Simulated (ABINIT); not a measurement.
Crystal: Ga.

```
Ga
1.0
     2.71648    0.00000    0.00000
     0.00000    2.71648    0.00000
     0.00000    0.00000    2.71648
Ga
1
Direct
  0.00000 0.00000 0.00000
```

The cell was built by a generator and needn't be a form met in nature.

Base run:

```yaml
Program: ABINIT 10.8.3 (patched build)
Functional: BLYP
Potentials_or_basis: JTH PAW PBE v2.0
Cutoff: 544 eV
k_mesh: 10 × 10 × 10
Occupations: fermi-dirac, width 0.05 eV
Spin: no spin polarisation
```

Its results: band gap on the k mesh none (metal or under the smearing width); pressure 5.1 GPa.

Task: After a change of settings the same cell gave: band gap on the k mesh none (metal or under the smearing width); pressure 1.4 GPa. Which change was it?
A. functional from BLYP to revPBE
B. functional from BLYP to r2SCAN
C. functional from BLYP to PBEsol
D. functional from BLYP to PW91

Result: A.

Caveats: the PAW data sets were made with another functional, which shifts forces and pressure a little.

Runs at the PBE level aren't shown here.
